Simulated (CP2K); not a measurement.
Runs of CP2K 2026.2 on MoS2. Symmetry: P-3m1, No. 164, trigonal system. Conventional cell: a = 3.227 Å, b = 3.227 Å, c = 6.312 Å, α = 90.00°, β = 90.00°, γ = 120.00°. Mo (site symmetry -3m) is surrounded by 6 S at 2.42 Å. S (site symmetry 3m) has 3 Mo at 2.42 Å as nearest neighbours. Measurements of this composition are mostly on another form, of space group No. 194.

```tsv
task	level	potentials or basis	U	cell	k mesh	smearing	EPS_DEFAULT	k points reduced by the point group	NGRIDS	points a segment of the path (NPOINTS)	bands added on the path	gap on the mesh (eV)	pressure (GPa)	largest force (eV/Å)
band structure	LDA	GTH_POTENTIALS Mo GTH-PADE-q14, S GTH-PADE-q6; TZVP-MOLOPT-PBE-GTH basis	-	as given	9 × 9 × 4	fermi-dirac 0.01 eV	1.0E-9	yes	4	8	6	none	-5.2	0.11
relaxation of cell and atoms	LDA	GTH_POTENTIALS Mo GTH-PADE-q14, S GTH-PADE-q6; TZVP-MOLOPT-PBE-GTH basis	-	relaxed	7 × 7 × 4	fermi-dirac 0.05 eV	1.0E-9	-	5	-	-	none	0.0	0.07
single point	LDA	GTH_POTENTIALS Mo GTH-PADE-q14, S GTH-PADE-q6; DZVP-MOLOPT-SR-GTH basis	-	as given	7 × 7 × 4	fermi-dirac 0.05 eV	1.0E-10	yes	4	-	-	none	-5.4	0.09
band structure	LDA	GTH_POTENTIALS Mo GTH-PADE-q14, S GTH-PADE-q6; TZVP-MOLOPT-PBE-GTH basis	-	as given	9 × 9 × 4	fermi-dirac 0.0259 eV	1.0E-9	yes	5	6	4	none	-5.2	(b)
relaxation of cell and atoms	LDA	GTH_POTENTIALS Mo GTH-PADE-q14, S GTH-PADE-q6; TZVP-MOLOPT-PBE-GTH basis	-	relaxed	7 × 7 × 4	fermi-dirac 0.05 eV	1.0E-10	-	5	-	-	none	0.0	0.07
band structure	r2SCAN	POTENTIAL_UZH Mo GTH-SCAN-q14, S GTH-SCAN-q6; TZVP-MOLOPT-SCAN-GTH basis	-	as given	9 × 9 × 4	fermi-dirac 0.05 eV	1.0E-9	yes	5	10	6	none	1.1	0.24
band structure	TASK	POTENTIAL_UZH Mo GTH-SCAN-q14, S GTH-SCAN-q6; TZVP-MOLOPT-SCAN-GTH basis	-	as given	9 × 9 × 4	fermi-dirac 0.1 eV	1.0E-10	yes	5	6	4	none	6.0	(a)
band structure	r2SCAN	POTENTIAL_UZH Mo GTH-SCAN-q14, S GTH-SCAN-q6; TZVP-MOLOPT-SCAN-GTH basis	-	as given	9 × 9 × 4	fermi-dirac 0.01 eV	1.0E-9	yes	4	6	2	none	1.1	0.25
single point	LDA+U	GTH_POTENTIALS Mo GTH-PADE-q14, S GTH-PADE-q6; DZVP-MOLOPT-SR-GTH basis	Mo d U = 2.0 eV	as given	7 × 7 × 4	fermi-dirac 0.05 eV	1.0E-10	yes	4	-	-	none	-	(c)
band structure	SCAN	POTENTIAL_UZH Mo GTH-SCAN-q14, S GTH-SCAN-q6; TZVP-MOLOPT-SCAN-GTH basis	-	as given	9 × 9 × 4	fermi-dirac 0.01 eV	1.0E-9	yes	5	10	6	none	0.4	0.26
```

Alike in all rows: no spin polarisation.

Fill in the values left out.

(a) 0.05; (b) 0.10; (c) 0.17.

Caveats: the basis of atomic orbitals isn't converged, which shifts pressures, moduli and gaps; more than 0.5 GPa of stress was left at the end, so the final cell isn't listed (some runs); the potentials were made for another functional, which shifts forces and pressure (some runs); this program's U acts on Mulliken populations of all basis functions of the shell, so it isn't the U of plane-wave codes (some runs); energies scatter by some meV and the pressure isn't listed (some runs); U without spin polarisation on a metal has little footing (some runs).

A k mesh can miss the band edges, and the runs leave out spin-orbit coupling on Mo.

A gap of «none» marks a metal or a gap under the smearing width.

Not every run made on this cell is shown here.
